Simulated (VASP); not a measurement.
# W8S15 (a cell with a defect) in VASP: further runs

One crystal, W8S15 (a cell with a defect), is run at these levels: PBEsol; tasks: single point.

Everything below comes from runs of VASP 6.6.1. Logs are shortened: lines on timing, memory, paths and dates and some standing lists are left out, and cuts for length are marked.

### 1 Starting point

The cell holds a defect, 23 atoms: a = 6.306 Å, b = 6.306 Å, c = 12.323 Å, α = 90.00°, β = 90.00°, γ = 120.00°.

### 2 Single point, PBEsol, collinear spin, ferromagnetic start

Input file INCAR:

```
SYSTEM = W8S15
PREC     = Accurate       ! precision mode
ENCUT    = 350            ! plane-wave cutoff, eV
EDIFF    = 1E-5           ! SCF threshold, eV
ISMEAR   = 0              ! smearing method
SIGMA    = 0.03           ! smearing width, eV
LREAL    = Auto         
LASPH    = .True.         ! aspherical terms in the spheres
NELM     = 120            ! most SCF steps
ALGO     = Normal         ! electronic algorithm
ISIF     = 2              ! what is computed and relaxed
LWAVE    = .False.        ! write WAVECAR
LCHARG   = .False.        ! write CHGCAR
ISPIN    = 2              ! spin polarisation
MAGMOM   = 0 0 0 0 0.33 0.33 0.33 0 0 0 0 0 0 0 0 0 0 0 0 0 0 0 0 ! initial moments
LORBIT   = 11             ! projections on sites
LMAXMIX  = 4              ! l up to which the mixer works
GGA      = PS             ! functional
NELECT   = 203.0
```

Input file KPOINTS:

```
Automatic mesh
0
Gamma
  3 3 2
  0 0 0
```

Input file POSCAR:

```
W8S15
1.0
    6.3064000000      0.0000000000      0.0000000000
   -3.1532000000      5.4615026064      0.0000000000
    0.0000000000      0.0000000000     12.3230000000
W S
8 15
Direct
    0.1666666667      0.3333333333      0.2500000000
    0.1666666667      0.8333333333      0.2500000000
    0.6666666667      0.3333333333      0.2500000000
    0.6666666667      0.8333333333      0.2500000000
    0.3333333333      0.1666666667      0.7500000000
    0.3333333333      0.6666666667      0.7500000000
    0.8333333333      0.1666666667      0.7500000000
    0.8333333333      0.6666666667      0.7500000000
    0.1666666667      0.8333333333      0.6225000000
    0.6666666667      0.3333333333      0.6225000000
    0.6666666667      0.8333333333      0.6225000000
    0.3333333333      0.1666666667      0.1225000000
    0.3333333333      0.6666666667      0.1225000000
    0.8333333333      0.1666666667      0.1225000000
    0.8333333333      0.6666666667      0.1225000000
    0.1666666667      0.3333333333      0.8775000000
    0.1666666667      0.8333333333      0.8775000000
    0.6666666667      0.3333333333      0.8775000000
    0.6666666667      0.8333333333      0.8775000000
    0.3333333333      0.1666666667      0.3775000000
    0.3333333333      0.6666666667      0.3775000000
    0.8333333333      0.1666666667      0.3775000000
    0.8333333333      0.6666666667      0.3775000000
```

Potentials or basis: VASP PAW PBE potentials, release 64 (W_sv, S).

Launch:

```sh
> cat potpaw_PBE.64/W_sv/POTCAR potpaw_PBE.64/S/POTCAR > POTCAR
> mpirun -np 1 vasp_std > vasp.out
```

OUTCAR:

```text
SYSTEM = W8S15
   PREC = Accurate
   ENCUT = 350
   EDIFF = 1E-5
   ISMEAR = 0
   LREAL = Auto
   LASPH = .True.
   NELM = 120
   ISIF = 2
   ISPIN = 2
   LORBIT = 11
   GGA = PS
   NELECT = 203.0

 ion  position               nearest neighbor table
   1  0.167  0.333  0.250-  12 2.40  20 2.40  13 2.40  21 2.40  14 2.40  22 2.40   2 3.15   4 3.15
                             2 3.15   4 3.15   3 3.15   3 3.15
   2  0.167  0.833  0.250-  13 2.40  21 2.40  20 2.40  12 2.40  15 2.40  23 2.40   1 3.15   3 3.15
                             1 3.15   3 3.15   4 3.15   4 3.15
   3  0.667  0.333  0.250-  14 2.40  22 2.40  15 2.40  23 2.40  12 2.40  20 2.40   2 3.15   4 3.15
                             4 3.15   2 3.15   1 3.15   1 3.15
   4  0.667  0.833  0.250-  15 2.40  23 2.40  22 2.40  14 2.40  13 2.40  21 2.40   1 3.15   3 3.15
                             3 3.15   1 3.15   2 3.15   2 3.15
   5  0.333  0.167  0.750-  16 2.40   9 2.40  17 2.40  10 2.40  18 2.40   8 3.15   6 3.15   6 3.15
                             8 3.15   7 3.15   7 3.15
   6  0.333  0.667  0.750-   9 2.40  17 2.40  16 2.40  11 2.40  19 2.40   7 3.15   5 3.15   5 3.15
                             7 3.15   8 3.15   8 3.15
   7  0.833  0.167  0.750-  10 2.40  18 2.40  11 2.40  19 2.40  16 2.40   8 3.15   6 3.15   8 3.15
                             6 3.15   5 3.15   5 3.15
   8  0.833  0.667  0.750-  11 2.40  19 2.40  18 2.40  10 2.40   9 2.40  17 2.40   5 3.15   7 3.15
                             7 3.15   5 3.15   6 3.15   6 3.15
   9  0.167  0.833  0.623-   6 2.40   5 2.40   8 2.40
  10  0.667  0.333  0.623-   7 2.40   8 2.40   5 2.40
  11  0.667  0.833  0.623-   8 2.40   7 2.40   6 2.40
  12  0.333  0.167  0.123-   1 2.40   2 2.40   3 2.40
  13  0.333  0.667  0.123-   2 2.40   1 2.40   4 2.40
  14  0.833  0.167  0.123-   3 2.40   4 2.40   1 2.40
  15  0.833  0.667  0.123-   4 2.40   3 2.40   2 2.40
  16  0.167  0.333  0.877-   5 2.40   6 2.40   7 2.40
  17  0.167  0.833  0.877-   6 2.40   5 2.40   8 2.40
  18  0.667  0.333  0.877-   7 2.40   8 2.40   5 2.40
  19  0.667  0.833  0.877-   8 2.40   7 2.40   6 2.40
  20  0.333  0.167  0.377-   1 2.40   2 2.40   3 2.40
  21  0.333  0.667  0.377-   2 2.40   1 2.40   4 2.40
  22  0.833  0.167  0.377-   3 2.40   4 2.40   1 2.40
  23  0.833  0.667  0.377-   4 2.40   3 2.40   2 2.40

  LATTYP: Found a hexagonal cell.
 ALAT       =     6.3064000000
 C/A-ratio  =     1.9540466827

  Lattice vectors:

 A1 = (   6.3064000000,   0.0000000000,   0.0000000000)
 A2 = (  -3.1532000000,   5.4615026064,   0.0000000000)
 A3 = (   0.0000000000,   0.0000000000,  12.3230000000)

Analysis of symmetry for initial positions (statically):
=====================================================================
 Subroutine PRICEL returns:
 Original cell was already a primitive cell.

 Routine SETGRP: Setting up the symmetry group for a
 hexagonal supercell.

 Subroutine GETGRP returns: Found  6 space group operations
 (whereof  2 operations were pure point group operations)
 out of a pool of 24 trial point group operations.

The static configuration has the point symmetry C_1h.
 The point group associated with its full space group is C_3v.

Analysis of symmetry for dynamics (positions and initial velocities):
=====================================================================
 Subroutine PRICEL returns:
 Original cell was already a primitive cell.

 Routine SETGRP: Setting up the symmetry group for a
 hexagonal supercell.

 Subroutine GETGRP returns: Found  6 space group operations
 (whereof  2 operations were pure point group operations)
 out of a pool of 24 trial point group operations.

The dynamic configuration has the point symmetry C_1h.
 The point group associated with its full space group is C_3v.

Analysis of structural, dynamic, and magnetic symmetry:
=====================================================================
 Subroutine PRICEL returns:
 Original cell was already a primitive cell.

 Routine SETGRP: Setting up the symmetry group for a
 hexagonal supercell.

 Subroutine GETGRP returns: Found  6 space group operations
 (whereof  2 operations were pure point group operations)
 out of a pool of 24 trial point group operations.

The overall configuration has the point symmetry C_1h.
 The point group associated with its full space group is C_3v.

 Subroutine INISYM returns: Found  6 space group operations
 (whereof  2 operations are pure point group operations),
 and found     1 'primitive' translations

----------------------------------------------------------------------------------------

                                     Primitive cell

  volume of cell :     424.4339

[... 93 lines left out ...]
   k-points           NKPTS =      6   k-points in BZ     NKDIM =      6   number of bands    NBANDS=    121
   number of dos      NEDOS =    301   number of ions     NIONS =     23
   total plane-waves  NPLWV = 128000
   dimension x,y,z NGX =    40 NGY =   40 NGZ =   80
   dimension x,y,z NGXF=    80 NGYF=   80 NGZF=  160
   ions per type =               8  15
   NGX,Y,Z   is equivalent  to a cutoff of  10.54, 10.54, 10.79 a.u.
   NGXF,Y,Z  is equivalent  to a cutoff of  21.09, 21.09, 21.59 a.u.
 SYSTEM =  W8S15
   PREC   = accura    normal or accurate (medium, high low for compatibility)
   ISTART =      0    job   : 0-new  1-cont  2-samecut
   ICHARG =      2    charge: 1-file 2-atom 10-const
   ISPIN  =      2    spin polarized calculation?
   LNONCOLLINEAR =      F non collinear calculations
   LSORBIT =      F    spin-orbit coupling
   LASPH  =      T    aspherical Exc in radial PAW
   ENCUT  =  350.0 eV  25.72 Ry    5.07 a.u.   9.62  9.62 18.80*2*pi/ulx,y,z
   NELM   =    120;   NELMIN=  2; NELMDL= -5     # of ELM steps
   EDIFF  = 0.1E-04   stopping-criterion for ELM
   LREAL  =      T    real-space projection
   EDIFFG = 0.1E-03   stopping-criterion for IOM
   NSW    =      0    number of steps for IOM
   IBRION =     -1    ionic relax: 0-MD 1-quasi-New 2-CG
   NFREE  =      0    steps in history (QN), initial steepest desc. (CG)
   ISIF   =      2    stress and relaxation
   ISYM   =      2    0-nonsym 1-usesym 2-fastsym
   POTIM  = 0.5000    time-step for ionic-motion
   TEBEG  =    0.0;   TEEND  =   0.0 temperature during run
   PSTRESS=    0.0 pullay stress
   NELECT =     203.0000    total number of electrons
   NUPDOWN=      -1.0000    fix difference up-down
   EMIN   =  10.00;   EMAX   =-10.00  energy-range for DOS
   EFERMI =   0.00;   METHOD = LEGACY
   ISMEAR =     0;   SIGMA  =   0.03  broadening in eV -4-tet -1-fermi 0-gaus
   EFERMI_NEDOS =   21; number of points for ismear=-14 and -15
   IALGO  =     38    algorithm
   IMIX   =      4    mixing-type and parameters
     AMIX     =   0.40;   BMIX     =  1.00
     AMIX_MAG =   1.60;   BMIX_MAG =  1.00
  volume/ion in A,a.u.               =      18.45       124.53
  Fermi-wavevector in a.u.,A,eV,Ry     =   1.280276  2.419370 22.301386  1.639106
  Thomas-Fermi vector in A             =   2.412713
   LORBIT       =     11    0 simple, 1 ext, 2 COOP (PROOUT), +10 PAW based schemes
   GGA     = PS    functional components
   LHFCALC =     F    Hartree Fock is set to
   AEXX    =    0.0000 exact exchange contribution
   IVDW    =     0    specifies the selected vdW correction
   LEPSILON=     F    determine dielectric tensor
   LRPA    =     F    only Hartree local field effects (RPA)
 spin polarized calculation
 Gauss-broadening in eV      SIGMA  =   0.03
  energy-cutoff  :      350.00
  volume of cell :      424.43
 maximum number of plane-waves:      6374
 NGX is ok and might be reduce to    40
   NGX = 19   NGY = 19   NGZ = 37

 number of electron     203.0000002 magnetization       0.3317719

 Free energy of the ion-electron system (eV)
  ---------------------------------------------------
  ext. energy  EPLUGINS =         0.00000000
  ---------------------------------------------------
  free energy    TOTEN  =      -186.80945826 eV

  energy without entropy =     -186.80370180  energy(sigma->0) =     -186.80658003

 E-fermi :   7.8931     XC(G=0): -10.9533

 val. band max:        7.8889858856   @ k =   0.3333  -0.0000   0.5000
 cond. band min:       7.8978648476   @ k =   0.3333  -0.0000   0.0000
 fundamental gap:      0.0088789620
 Fermi energy:         7.8931064082

 spin component 1

 k-point     1 :       0.0000    0.0000    0.0000
  band No.  band energies     occupation
      1     -67.8639      1.00000
      2     -67.8476      1.00000
      3     -67.8476      1.00000
      4     -67.8199      1.00000
      5     -67.2803      1.00000
      6     -67.0412      1.00000
[... 685 lines left out ...]
    112       8.9417      0.00000
    113       8.9437      0.00000
 Fermi energy:         7.8931064082

 spin component 2

 k-point     1 :       0.0000    0.0000    0.0000
  band No.  band energies     occupation
      1     -67.8645      1.00000
      2     -67.8482      1.00000
      3     -67.8482      1.00000
      4     -67.8204      1.00000
      5     -67.2801      1.00000
      6     -66.9996      1.00000
[... 685 lines left out ...]
    112       8.9426      0.00000
    113       8.9462      0.00000
 [bands above 113 left out]

------------------------ aborting loop because EDIFF is reached ----------------------------------------

  FORCE on cell =-STRESS in cart. coord.  units (eV):
  Direction    XX          YY          ZZ          XY          YZ          ZX
  --------------------------------------------------------------------------------------
  -------------------------------------------------------------------------------------
  Total        2.0031062      2.0031062     10.2029122      0.0000000      0.0000000      0.0000000
  in kB        7.5614389      7.5614389     38.5145320      0.0000000      0.0000000      0.0000000
  external PRESSURE =      17.8791366 kB  Pullay stress =       0.0000000 kB

 VOLUME and BASIS-vectors are now :
 -----------------------------------------------------------------------------
  energy-cutoff  :      350.00
  volume of cell :      424.43
      direct lattice vectors                 reciprocal lattice vectors
     6.306400000  0.000000000  0.000000000     0.158569073  0.091549897  0.000000000
    -3.153200000  5.461502606  0.000000000     0.000000000  0.183099794  0.000000000
     0.000000000  0.000000000 12.323000000     0.000000000  0.000000000  0.081149071

 POSITION                                       TOTAL-FORCE (eV/Angst)
 -----------------------------------------------------------------------------------
      0.00000      1.82050      3.08075        -0.000000     -0.000000     -0.026294
     -1.57660      4.55125      3.08075        -0.021999     -0.012701      0.034097
      3.15320      1.82050      3.08075        -0.000000      0.025402      0.034097
      1.57660      4.55125      3.08075         0.021999     -0.012701      0.034097
      1.57660      0.91025      9.24225        -0.505096      0.291617      0.484752
     -0.00000      3.64100      9.24225        -0.000000     -0.583235      0.484752
[... 15 lines left out ...]
      4.72980      0.91025      4.65193        -0.028723     -0.016583      0.001255
      3.15320      3.64100      4.65193        -0.000000     -0.000000     -0.059067
 -----------------------------------------------------------------------------------
    total drift:                               -0.000000     -0.000001     -0.002830

  FREE ENERGIE OF THE ION-ELECTRON SYSTEM (eV)
  ---------------------------------------------------
  free  energy   TOTEN  =      -186.8094582621 eV

  energy  without entropy=     -186.8037018007  energy(sigma->0) =     -186.80658003

 total charge

# of ion       s       p       d       tot
------------------------------------------
    1        2.325   6.336   3.438  12.098
    2        2.325   6.336   3.435  12.097
    3        2.325   6.336   3.435  12.097
    4        2.325   6.336   3.435  12.097
    5        2.318   6.298   3.399  12.014
    6        2.318   6.298   3.399  12.014
[... 15 lines left out ...]
   22        1.356   2.352   0.000   3.708
   23        1.357   2.347   0.000   3.704
--------------------------------------------------
tot         38.873  85.861  27.368 152.102

 magnetization (x)

# of ion       s       p       d       tot
------------------------------------------
    1       -0.000  -0.000  -0.001  -0.001
    2       -0.000  -0.000  -0.001  -0.001
    3       -0.000  -0.000  -0.001  -0.001
    4       -0.000  -0.000  -0.001  -0.001
    5        0.001   0.002   0.086   0.089
    6        0.001   0.002   0.086   0.089
[... 15 lines left out ...]
   22       -0.000  -0.000   0.000  -0.000
   23       -0.000  -0.000   0.000  -0.000
--------------------------------------------------
tot          0.003   0.004   0.254   0.260
```

Run time: 14 min. Hardware: 1 thread of Intel Xeon Platinum 8488C (Sapphire Rapids), shared host; peak memory 0.54 GiB.

What came out:

```
Free energy                                           : -186.8095 eV
Largest force                                         : 0.758 eV/Å
Band gap on the k mesh                                : none (metal or under the smearing width)
Net moment                                            : 0.33 μB per cell
Site moments                                          : W -0.00, +0.09; S +0.00, -0.00 μB
Valence electrons inside the program's atomic spheres : W 12.10, 12.01, 12.09; S 3.71, 3.70
```

Forces in eV/Å, atoms in the order of the input:
```
W    0.000  0.000 -0.026
W   -0.022 -0.013  0.034
W    0.000  0.025  0.034
W    0.022 -0.013  0.034
W   -0.505  0.292  0.485
W    0.000 -0.583  0.485
W    0.505  0.292  0.485
W    0.000  0.000 -0.333
S   -0.119 -0.069  0.112
S    0.000  0.137  0.112
S    0.119 -0.069  0.112
S    0.024 -0.014 -0.021
S    0.000  0.027 -0.021
S   -0.024 -0.014 -0.021
S    0.000  0.000  0.082
S    0.000  0.000 -0.626
S    0.307  0.177 -0.291
S    0.000 -0.354 -0.291
S   -0.307  0.177 -0.291
S    0.029 -0.017  0.001
S    0.000  0.033  0.001
S   -0.029 -0.017  0.001
S    0.000  0.000 -0.059
```

Levels at points of the mesh, in eV from the Fermi level:
Spin up:
```
           k point  band 98  band 99  band 100  band 101  band 102  band 103  band 104  band 105
(0.00, 0.00, 0.00)    -2.05    -2.05     -1.11     -0.90      0.29      0.29      1.08      1.08
(0.00, 0.00, 0.50)    -2.05    -1.63     -1.13     -0.97      0.28      0.28      1.08      1.08
```
Spin down:
| k point | band 99 | band 100 | band 101 | band 102 | band 103 | band 104 |
| --- | --- | --- | --- | --- | --- | --- |
| (0.00, 0.00, 0.00) | -2.02 | -1.06 | -0.87 | 0.37 | 0.37 | 1.08 |
| (0.00, 0.00, 0.50) | -1.62 | -1.10 | -0.91 | 0.36 | 0.36 | 1.08 |

Caveat: the k mesh is coarse (spacing up to 0.38 Å⁻¹), so the values aren't converged; the cell is charged against a uniform background, so pressure and absolute levels hang on convention; the PAW data sets were made with another functional, which shifts forces and pressure a little. The run has no spin-orbit coupling, so splittings on W are missing.

### 3 Single point, PBEsol, collinear spin, ferromagnetic start

Edit INCAR of step 2 so:

```diff
@@ -14,3 +14,3 @@
 ISPIN    = 2              ! spin polarisation
-MAGMOM   = 0 0 0 0 0.33 0.33 0.33 0 0 0 0 0 0 0 0 0 0 0 0 0 0 0 0 ! initial moments
+MAGMOM   = 0 0 0 0 1 1 1 0 0 0 0 0 0 0 0 0 0 0 0 0 0 0 0 ! initial moments
 LORBIT   = 11             ! projections on sites
```

KPOINTS is that of step 2.

POSCAR is that of step 2.

Potentials or basis: VASP PAW PBE potentials, release 64 (W_sv, S).

Launch:

```sh
> cat potpaw_PBE.64/W_sv/POTCAR potpaw_PBE.64/S/POTCAR > POTCAR
> mpirun -np 1 vasp_std > vasp.out
```

Wall time 10 min (1 thread of Intel Xeon Platinum 8488C (Sapphire Rapids), shared host); peak memory 0.55 GiB.

The run converged. Its results:

```yaml
Free_energy: -186.8095 eV
Largest_force: 0.758 eV/Å
Band_gap_on_the_k_mesh: none (metal or under the smearing width)
Net_moment: 0.33 μB per cell
Site_moments: W -0.00, +0.09; S +0.00, -0.00 μB
Valence_electrons_inside_the_program's_atomic_spheres: W 12.10, 12.02, 12.09; S 3.71, 3.70
```

Forces on the atoms (eV/Å):
```
W    0.000  0.000 -0.026
W   -0.022 -0.013  0.034
W    0.000  0.025  0.034
W    0.022 -0.013  0.034
W   -0.505  0.292  0.485
W    0.000 -0.583  0.485
W    0.505  0.292  0.485
W    0.000  0.000 -0.333
S   -0.119 -0.069  0.112
S    0.000  0.137  0.112
S    0.119 -0.069  0.112
S    0.024 -0.014 -0.020
S    0.000  0.027 -0.020
S   -0.024 -0.014 -0.020
S    0.000  0.000  0.082
S    0.000  0.000 -0.626
S    0.307  0.177 -0.291
S    0.000 -0.354 -0.291
S   -0.307  0.177 -0.291
S    0.029 -0.017  0.001
S    0.000  0.033  0.001
S   -0.029 -0.017  0.001
S    0.000  0.000 -0.059
```

Levels at points of the mesh, in eV from the Fermi level:
Spin up:
| k point | band 97 | band 98 | band 99 | band 100 | band 101 | band 102 | band 103 | band 104 | band 105 | band 106 |
| --- | --- | --- | --- | --- | --- | --- | --- | --- | --- | --- |
| (0.00, 0.00, 0.00) | -2.21 | -2.05 | -2.05 | -1.11 | -0.90 | 0.29 | 0.29 | 1.08 | 1.08 | 1.11 |
| (0.00, 0.00, 0.50) | -2.05 | -2.05 | -1.63 | -1.13 | -0.97 | 0.28 | 0.28 | 1.08 | 1.08 | 1.11 |
Spin down:
| k point | band 99 | band 100 | band 101 | band 102 | band 103 | band 104 |
| --- | --- | --- | --- | --- | --- | --- |
| (0.00, 0.00, 0.00) | -2.02 | -1.06 | -0.87 | 0.37 | 0.37 | 1.08 |
| (0.00, 0.00, 0.50) | -1.62 | -1.10 | -0.91 | 0.36 | 0.36 | 1.08 |

Caveat: the k mesh is coarse (spacing up to 0.38 Å⁻¹), so the values aren't converged; the cell is charged against a uniform background, so pressure and absolute levels hang on convention; the PAW data sets were made with another functional, which shifts forces and pressure a little. Spin-orbit coupling is left out, which matters for the levels of W.
